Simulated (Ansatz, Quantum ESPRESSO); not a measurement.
# Complex bands of BaS, rock salt type, lattice constant set to 6.479 Å, part 2 of 4

Wanted: the complex band structure of BaS, rock salt type, lattice constant set to 6.479 Å, as for a tunnel barrier.

Quantum ESPRESSO 7.5; plane-wave DFT, LDA, PseudoDojo norm-conserving pseudopotentials; cross-check by Ansatz 0.2.0 with PAW datasets.

So far. Step 2 (SCF with pw.x): The run needed 10 iterations to bring the estimated error under 1e-09 Ry.

## Step 3: Complex band structure

Level of this step: complex band structure by pwcond; plane-wave DFT, LDA, PseudoDojo norm-conserving pseudopotentials (Quantum ESPRESSO).

ikind = 0 solves one period of the crystal for all kz, real and complex, at each energy and k across. ewind and epsproj trim the two-dimensional plane-wave basis; nz1 sets the subslabs.

The input, cbs.in:

```
&inputcond
  outdir = './out'
  prefixl = 'scf'
  band_file = 'cbs'
  ikind = 0
  ewind = 4.0
  epsproj = 1e-05
  nz1 = 7
  energy0 = 7.44
  denergy = -0.24
/
4
  0.00000000 0.00000000 1.00000000
  0.50000000 0.00000000 1.00000000
  0.50000000 0.50000000 1.00000000
  0.25000000 0.00000000 1.00000000
40
```

Launch:

```
$ OMP_NUM_THREADS=1 mpirun -n 2 pwcond.x -in cbs.in > cbs.out
```

The program printed:

```text
[banner, memory and clock lines left out]
Program PWCOND v.7.5 starts

          URL

     ./out/scf.save/

     IMPORTANT: XC functional enforced from input :
     Exchange-correlation= PW
                           (   1   4   0   0   0   0   0)
     Any further DFT definition will be discarded
     Please, verify this is what you really want

     Reading collected, re-writing distributed wavefunctions

===== INPUT FILE containing the left lead =====

     GEOMETRY:

     lattice parameter (alat)  =       8.6575  a.u.
     the volume                =     917.6785 (a.u.)^3
     the cross section         =      74.9521 (a.u.)^2
     l of the unit cell        =       1.4142 (alat)
     number of atoms/cell      =            4
     number of atomic types    =            2

     crystal axes: (cart. coord. in units of alat)
               a(1) = (  1.0000  0.0000  0.0000 )
               a(2) = (  0.0000  1.0000  0.0000 )
               a(3) = (  0.0000  0.0000  1.4142 )

   Cartesian axes

     site n.     atom                  positions (alat units)
          1        Ba     tau(  1)=(  0.0000  0.0000  1.4142  )
          2        S      tau(  2)=(  0.5000  0.5000  1.4142  )
          3        Ba     tau(  3)=(  0.5000  0.5000  0.7071  )
          4        S      tau(  4)=(  0.0000  0.0000  0.7071  )

     nr1s                      =           36
     nr2s                      =           36
     nr3s                      =           50
     nr1sx                     =           36
     nr2sx                     =           36
     nr3sx                     =           50
     nr1                       =           36
     nr2                       =           36
     nr3                       =           50
     nr1x                      =           36
     nr2x                      =           36
     nr3x                      =           50

 _______________________________
  Radii of nonlocal spheres:

     type       ibeta     ang. mom.          radius (alat units)
       Ba         1         0                    0.2437
       Ba         2         0                    0.2472
       Ba         3         1                    0.2195
       Ba         4         1                    0.2229
       Ba         5         2                    0.2495
       Ba         6         2                    0.2530
       S          1         0                    0.1663
       S          2         0                    0.1710
       S          3         1                    0.1686
       S          4         1                    0.1710
       S          5         2                    0.1975
       S          6         2                    0.1998
----- General information -----

----- Complex band structure calculation -----

     nrx                       =           36
     nry                       =           36
     nz1                       =            7

     energy0               =         7.4E+00
     denergy               =        -2.4E-01
     nenergy               =         40
     ecut2d                =         4.0E+01
     ewind                 =         4.0E+00
     epsproj               =         1.0E-05

     number of k_|| points=    4
                       cryst. coord.
        k(    1) = (   0.0000000   0.0000000), wk =   0.2500000
        k(    2) = (   0.5000000   0.0000000), wk =   0.2500000
        k(    3) = (   0.5000000   0.5000000), wk =   0.2500000
        k(    4) = (   0.2500000   0.0000000), wk =   0.2500000
----- Information about left lead -----

     nocros                   =           36
     noins                    =           36
     norb                     =          108
     norbf                    =          108
     nrz                      =           50

      iorb      type   ibeta   ang. mom.   m       position (alat)
        1        1       1        0        1   taunew(   1)=(  0.0000  0.0000  0.0000)
        2        1       2        0        1   taunew(   2)=(  0.0000  0.0000  0.0000)
        3        1       3        1        1   taunew(   3)=(  0.0000  0.0000  0.0000)
        4        1       3        1        2   taunew(   4)=(  0.0000  0.0000  0.0000)
        5        1       3        1        3   taunew(   5)=(  0.0000  0.0000  0.0000)
        6        1       4        1        1   taunew(   6)=(  0.0000  0.0000  0.0000)
        7        1       4        1        2   taunew(   7)=(  0.0000  0.0000  0.0000)
        8        1       4        1        3   taunew(   8)=(  0.0000  0.0000  0.0000)
        9        1       5        2        1   taunew(   9)=(  0.0000  0.0000  0.0000)
       10        1       5        2        2   taunew(  10)=(  0.0000  0.0000  0.0000)
       11        1       5        2        3   taunew(  11)=(  0.0000  0.0000  0.0000)
       12        1       5        2        4   taunew(  12)=(  0.0000  0.0000  0.0000)
       13        1       5        2        5   taunew(  13)=(  0.0000  0.0000  0.0000)
       14        1       6        2        1   taunew(  14)=(  0.0000  0.0000  0.0000)
       15        1       6        2        2   taunew(  15)=(  0.0000  0.0000  0.0000)
       16        1       6        2        3   taunew(  16)=(  0.0000  0.0000  0.0000)
       17        1       6        2        4   taunew(  17)=(  0.0000  0.0000  0.0000)
       18        1       6        2        5   taunew(  18)=(  0.0000  0.0000  0.0000)
       19        2       1        0        1   taunew(  19)=(  0.5000  0.5000  0.0000)
       20        2       2        0        1   taunew(  20)=(  0.5000  0.5000  0.0000)
       21        2       3        1        1   taunew(  21)=(  0.5000  0.5000  0.0000)
       22        2       3        1        2   taunew(  22)=(  0.5000  0.5000  0.0000)
       23        2       3        1        3   taunew(  23)=(  0.5000  0.5000  0.0000)
       24        2       4        1        1   taunew(  24)=(  0.5000  0.5000  0.0000)
       25        2       4        1        2   taunew(  25)=(  0.5000  0.5000  0.0000)
       26        2       4        1        3   taunew(  26)=(  0.5000  0.5000  0.0000)
       27        2       5        2        1   taunew(  27)=(  0.5000  0.5000  0.0000)
       28        2       5        2        2   taunew(  28)=(  0.5000  0.5000  0.0000)
       29        2       5        2        3   taunew(  29)=(  0.5000  0.5000  0.0000)
       30        2       5        2        4   taunew(  30)=(  0.5000  0.5000  0.0000)
       31        2       5        2        5   taunew(  31)=(  0.5000  0.5000  0.0000)
       32        2       6        2        1   taunew(  32)=(  0.5000  0.5000  0.0000)
       33        2       6        2        2   taunew(  33)=(  0.5000  0.5000  0.0000)
       34        2       6        2        3   taunew(  34)=(  0.5000  0.5000  0.0000)
       35        2       6        2        4   taunew(  35)=(  0.5000  0.5000  0.0000)
       36        2       6        2        5   taunew(  36)=(  0.5000  0.5000  0.0000)
       37        1       1        0        1   taunew(  37)=(  0.5000  0.5000  0.7071)
       38        1       2        0        1   taunew(  38)=(  0.5000  0.5000  0.7071)
       39        1       3        1        1   taunew(  39)=(  0.5000  0.5000  0.7071)
       40        1       3        1        2   taunew(  40)=(  0.5000  0.5000  0.7071)
       41        1       3        1        3   taunew(  41)=(  0.5000  0.5000  0.7071)
       42        1       4        1        1   taunew(  42)=(  0.5000  0.5000  0.7071)
       43        1       4        1        2   taunew(  43)=(  0.5000  0.5000  0.7071)
       44        1       4        1        3   taunew(  44)=(  0.5000  0.5000  0.7071)
       45        1       5        2        1   taunew(  45)=(  0.5000  0.5000  0.7071)
       46        1       5        2        2   taunew(  46)=(  0.5000  0.5000  0.7071)
       47        1       5        2        3   taunew(  47)=(  0.5000  0.5000  0.7071)
       48        1       5        2        4   taunew(  48)=(  0.5000  0.5000  0.7071)
       49        1       5        2        5   taunew(  49)=(  0.5000  0.5000  0.7071)
       50        1       6        2        1   taunew(  50)=(  0.5000  0.5000  0.7071)
       51        1       6        2        2   taunew(  51)=(  0.5000  0.5000  0.7071)
       52        1       6        2        3   taunew(  52)=(  0.5000  0.5000  0.7071)
       53        1       6        2        4   taunew(  53)=(  0.5000  0.5000  0.7071)
       54        1       6        2        5   taunew(  54)=(  0.5000  0.5000  0.7071)
       55        2       1        0        1   taunew(  55)=(  0.0000  0.0000  0.7071)
       56        2       2        0        1   taunew(  56)=(  0.0000  0.0000  0.7071)
       57        2       3        1        1   taunew(  57)=(  0.0000  0.0000  0.7071)
       58        2       3        1        2   taunew(  58)=(  0.0000  0.0000  0.7071)
       59        2       3        1        3   taunew(  59)=(  0.0000  0.0000  0.7071)
       60        2       4        1        1   taunew(  60)=(  0.0000  0.0000  0.7071)
       61        2       4        1        2   taunew(  61)=(  0.0000  0.0000  0.7071)
       62        2       4        1        3   taunew(  62)=(  0.0000  0.0000  0.7071)
       63        2       5        2        1   taunew(  63)=(  0.0000  0.0000  0.7071)
       64        2       5        2        2   taunew(  64)=(  0.0000  0.0000  0.7071)
       65        2       5        2        3   taunew(  65)=(  0.0000  0.0000  0.7071)
       66        2       5        2        4   taunew(  66)=(  0.0000  0.0000  0.7071)
       67        2       5        2        5   taunew(  67)=(  0.0000  0.0000  0.7071)
       68        2       6        2        1   taunew(  68)=(  0.0000  0.0000  0.7071)
       69        2       6        2        2   taunew(  69)=(  0.0000  0.0000  0.7071)
       70        2       6        2        3   taunew(  70)=(  0.0000  0.0000  0.7071)
       71        2       6        2        4   taunew(  71)=(  0.0000  0.0000  0.7071)
       72        2       6        2        5   taunew(  72)=(  0.0000  0.0000  0.7071)
       73        1       1        0        1   taunew(  73)=(  0.0000  0.0000  1.4142)
       74        1       2        0        1   taunew(  74)=(  0.0000  0.0000  1.4142)
       75        1       3        1        1   taunew(  75)=(  0.0000  0.0000  1.4142)
       76        1       3        1        2   taunew(  76)=(  0.0000  0.0000  1.4142)
       77        1       3        1        3   taunew(  77)=(  0.0000  0.0000  1.4142)
       78        1       4        1        1   taunew(  78)=(  0.0000  0.0000  1.4142)
       79        1       4        1        2   taunew(  79)=(  0.0000  0.0000  1.4142)
       80        1       4        1        3   taunew(  80)=(  0.0000  0.0000  1.4142)
       81        1       5        2        1   taunew(  81)=(  0.0000  0.0000  1.4142)
       82        1       5        2        2   taunew(  82)=(  0.0000  0.0000  1.4142)
       83        1       5        2        3   taunew(  83)=(  0.0000  0.0000  1.4142)
       84        1       5        2        4   taunew(  84)=(  0.0000  0.0000  1.4142)
       85        1       5        2        5   taunew(  85)=(  0.0000  0.0000  1.4142)
       86        1       6        2        1   taunew(  86)=(  0.0000  0.0000  1.4142)
       87        1       6        2        2   taunew(  87)=(  0.0000  0.0000  1.4142)
       88        1       6        2        3   taunew(  88)=(  0.0000  0.0000  1.4142)
       89        1       6        2        4   taunew(  89)=(  0.0000  0.0000  1.4142)
       90        1       6        2        5   taunew(  90)=(  0.0000  0.0000  1.4142)
       91        2       1        0        1   taunew(  91)=(  0.5000  0.5000  1.4142)
       92        2       2        0        1   taunew(  92)=(  0.5000  0.5000  1.4142)
       93        2       3        1        1   taunew(  93)=(  0.5000  0.5000  1.4142)
       94        2       3        1        2   taunew(  94)=(  0.5000  0.5000  1.4142)
       95        2       3        1        3   taunew(  95)=(  0.5000  0.5000  1.4142)
       96        2       4        1        1   taunew(  96)=(  0.5000  0.5000  1.4142)
       97        2       4        1        2   taunew(  97)=(  0.5000  0.5000  1.4142)
       98        2       4        1        3   taunew(  98)=(  0.5000  0.5000  1.4142)
       99        2       5        2        1   taunew(  99)=(  0.5000  0.5000  1.4142)
      100        2       5        2        2   taunew( 100)=(  0.5000  0.5000  1.4142)
      101        2       5        2        3   taunew( 101)=(  0.5000  0.5000  1.4142)
      102        2       5        2        4   taunew( 102)=(  0.5000  0.5000  1.4142)
      103        2       5        2        5   taunew( 103)=(  0.5000  0.5000  1.4142)
      104        2       6        2        1   taunew( 104)=(  0.5000  0.5000  1.4142)
      105        2       6        2        2   taunew( 105)=(  0.5000  0.5000  1.4142)
      106        2       6        2        3   taunew( 106)=(  0.5000  0.5000  1.4142)
      107        2       6        2        4   taunew( 107)=(  0.5000  0.5000  1.4142)
      108        2       6        2        5   taunew( 108)=(  0.5000  0.5000  1.4142)
 ngper, shell number =          241          35
 ngper, n2d =          241         117
---  E-Ef =    7.4400000  k =    0.0000000   0.0000000
---  ie =          1  ik =          1
 Nchannels of the left tip =            2
 Right moving states:
   k1(2pi/a)   k2(2pi/a)   E-Ef (eV)
   0.1040255   0.0000000   7.4400000
   0.4535572   0.0000000   7.4400000
 Left moving states:
   k1(2pi/a)   k2(2pi/a)   E-Ef (eV)
  -0.1040255   0.0000000   7.4400000
  -0.4535572  -0.0000000   7.4400000

---  E-Ef =    7.2000000  k =    0.0000000   0.0000000
---  ie =          2  ik =          1
 Nchannels of the left tip =            3
 Right moving states:
   k1(2pi/a)   k2(2pi/a)   E-Ef (eV)
  -0.0707401  -0.0000000   7.2000000
  -0.0707401  -0.0000000   7.2000000
   0.4242363   0.0000000   7.2000000
 Left moving states:
   k1(2pi/a)   k2(2pi/a)   E-Ef (eV)
   0.0707401  -0.0000000   7.2000000
   0.0707401  -0.0000000   7.2000000
  -0.4242363   0.0000000   7.2000000
[... further energies and points left out ...]
---  E-Ef =   -1.6800000  k =    0.2500000   0.0000000
---  ie =         39  ik =          4
 Nchannels of the left tip =            0
 Right moving states:
   k1(2pi/a)   k2(2pi/a)   E-Ef (eV)
 Left moving states:
   k1(2pi/a)   k2(2pi/a)   E-Ef (eV)

---  E-Ef =   -1.9200000  k =    0.2500000   0.0000000
---  ie =         40  ik =          4
 Nchannels of the left tip =            0
 Right moving states:
   k1(2pi/a)   k2(2pi/a)   E-Ef (eV)
 Left moving states:
   k1(2pi/a)   k2(2pi/a)   E-Ef (eV)

Note: The following floating-point exceptions are signalling: IEEE_UNDERFLOW_FLAG
Note: The following floating-point exceptions are signalling: IEEE_UNDERFLOW_FLAG
```

Wall time 3 min (2 MPI ranks of Arm Neoverse V2, shared host); peak memory 0.14 GiB.

Read from the output:

```
peak of the smallest κ at the zone centre : 0.193 Å⁻¹
energy of the peak at the zone centre     : 1.44 eV
peak of the smallest κ at (1/2, 0)        : 0.361 Å⁻¹
peak of the smallest κ at (1/2, 1/2)      : 0.245 Å⁻¹
peak of the smallest κ at (1/4, 0)        : 0.255 Å⁻¹
```

K across = (0, 0) in the cell's reciprocal vectors; values within 0.0025 1/Å of each other count once, columns are sorted by size at each energy, a dash where no further value was kept. The Im kz of the slowest decaying states by energy, zero at the highest filled level of the SCF mesh:

```csv
energy (eV),decay 1 (Å⁻¹),decay 2 (Å⁻¹),decay 3 (Å⁻¹)
-1.92,0.262,0.808,1.08
-1.44,0.145,0.732,1.02
-0.96,0.631,0.946,1.17
-0.48,0.101,0.466,0.87
-0.24,0.183,0.259,0.83
0.00,0.011,0.023,0.228
0.24,0.109,0.259,0.303
0.72,0.166,0.3,0.395
1.20,0.188,0.325,0.412
1.68,0.193,0.33,0.34
2.16,0.182,0.348,0.369
2.64,0.149,0.32,0.35
2.88,0.115,0.288,0.349
3.36,0.197,0.344,0.375
3.84,0.113,0.245,0.334
4.32,0.144,0.239,0.32
4.80,0.289,0.301,0.621
5.28,0.276,0.31,0.589
5.76,0.114,0.242,0.314
6.00,0.175,0.217,0.222
6.48,0.196,0.294,0.361
6.96,0.121,0.206,0.264
7.44,0.18,0.217,0.245
```

K across = (0, 0) in the cell's reciprocal vectors. The Re kz of states that move upwards by energy, zero at the highest filled level of the SCF mesh:

```csv
energy (eV),channel 1 (Å⁻¹),channel 2 (Å⁻¹),channel 3 (Å⁻¹),channel 4 (Å⁻¹),channel 5 (Å⁻¹)
-1.92,-,-,-,-,-
-1.20,-0.424,-0.376,-,-,-
-0.48,-0.186,-,-,-,-
0.00,-,-,-,-,-
0.72,-,-,-,-,-
1.44,-,-,-,-,-
2.16,0.222,-,-,-,-
2.88,-0.411,-,-,-,-
3.36,-0.239,0.145,-,-,-
4.08,0.197,0.197,0.412,-,-
4.80,-0.331,0.0841,0.239,0.360,0.360
5.52,-0.484,-0.484,-0.280,-0.0890,0.218
6.00,-0.404,-0.404,0.277,-,-
6.72,-0.267,-0.267,0.358,-,-
7.44,0.101,0.440,-,-,-
```

K across = (1/2, 0) in the cell's reciprocal vectors; values within 0.0025 1/Å of each other count once, columns are sorted by size at each energy, a dash where no further value was kept. The Im kz of the slowest decaying states by energy, zero at the highest filled level of the SCF mesh:

```csv
energy (eV),decay 1 (Å⁻¹),decay 2 (Å⁻¹),decay 3 (Å⁻¹)
-1.92,0.058,0.537,0.661
-1.68,0.459,0.602,1.53
-1.20,0.226,0.327,0.396
-0.96,0.405,1.46,1.84
-0.72,0.378,0.451,1.44
-0.24,0.157,0.496,0.51
0.00,0.21,0.506,0.537
0.24,0.243,0.51,0.553
0.72,0.283,0.505,0.566
0.96,0.296,0.498,0.567
1.20,0.306,0.488,0.565
1.68,0.321,0.457,0.552
1.92,0.328,0.436,0.542
2.16,0.336,0.41,0.531
2.64,0.347,0.501,1.05
2.88,0.331,0.484,1.01
3.36,0.288,0.441,0.934
3.60,0.26,0.416,0.892
3.84,0.224,0.387,0.848
4.32,0.114,0.316,0.745
4.56,0.135,0.269,0.685
4.80,0.107,0.209,0.614
5.28,0.401,1.25,1.26
5.52,0.136,0.219,1.22
5.76,0.06,0.113,0.328
6.24,0.103,0.424,1.12
6.48,0.07,0.144,0.431
6.72,0.101,0.165,0.427
7.20,0.073,0.179,0.396
7.44,0.116,0.177,0.373
```

K across = (1/2, 1/2) in the cell's reciprocal vectors; values within 0.0025 1/Å of each other count once, columns are sorted by size at each energy, a dash where no further value was kept. Table of Im kz of the slowest decaying states by energy, zero at the highest filled level of the SCF mesh:

```csv
energy (eV),decay 1 (Å⁻¹),decay 2 (Å⁻¹),decay 3 (Å⁻¹)
-1.92,0.291,0.743,1.54
-1.44,0.202,0.65,1.50
-0.96,0.51,1.45,1.75
-0.48,0.41,1.40,1.71
-0.24,0.567,1.38,1.69
0.00,0.112,0.173,0.636
0.24,0.169,0.236,0.679
0.72,0.227,0.261,0.731
1.20,0.233,0.258,0.759
1.68,0.161,0.274,0.773
2.16,0.28,0.779,1.09
2.64,0.279,0.778,1.02
2.88,0.276,0.775,0.985
3.36,0.265,0.766,0.905
3.84,0.248,0.753,0.817
4.32,0.222,0.714,0.736
4.80,0.186,0.588,0.715
5.28,0.129,0.414,0.691
5.76,0.048,0.663,0.998
6.00,0.648,0.95,1.12
6.48,0.101,0.616,0.831
6.96,0.089,0.58,0.631
7.44,0.058,0.205,0.537
```

K across = (1/4, 0) in the cell's reciprocal vectors; values within 0.0025 1/Å of each other count once, columns are sorted by size at each energy, a dash where no further value was kept. Table of Im kz of the slowest decaying states by energy, zero at the highest filled level of the SCF mesh:

```csv
energy (eV),decay 1 (Å⁻¹),decay 2 (Å⁻¹),decay 3 (Å⁻¹)
-1.92,0.227,0.672,0.733
-1.68,0.157,0.62,0.688
-1.20,0.467,0.568,1.14
-0.96,0.322,0.475,1.11
-0.72,0.257,0.29,0.298
-0.24,0.202,0.368,0.412
0.00,0.116,0.243,0.427
0.24,0.165,0.271,0.452
0.72,0.213,0.308,0.455
0.96,0.227,0.32,0.45
1.20,0.236,0.329,0.44
1.68,0.246,0.341,0.409
1.92,0.248,0.345,0.388
2.16,0.248,0.347,0.363
2.64,0.255,0.286,0.347
2.88,0.247,0.329,0.353
3.36,0.178,0.282,0.34
3.60,0.113,0.235,0.335
3.84,0.083,0.171,0.33
4.32,0.112,0.318,0.429
4.56,0.039,0.313,0.395
4.80,0.147,0.331,0.415
5.28,0.242,0.267,0.448
5.52,0.048,0.208,0.312
5.76,0.114,0.191,0.338
6.24,0.045,0.27,0.284
6.48,0.108,0.291,0.373
6.72,0.094,0.18,0.282
7.20,0.175,0.214,0.247
7.44,0.195,0.22,0.254
```

The program's own clock; routines nest. Time by routine:

```csv
routine,wall time (s),calls
PWCOND,178.6,1
scatter_forw,126.6,160
compbs,49.54,160
compbs_2,45.45,160
local,2.22,4
init,0.15,1
poten,0.01,1
```

(Continued in part 3 of 4.)

[Logs are printed without paths, hosts, clocks, repeated set-up lines and the standing remarks that a program may print on its own settings, such as how far it seeks lower states.]

[Hosts, paths, dates, database ids (printed as entryN), source tags and the programs' standing remarks are cut or masked in the printed files.]

[Maps of the electrostatic potential energy from Ansatz leave out the sawtooth potential of an applied field or a dipole correction, so their vacuum need not be flat; planar profiles and work functions include it.]
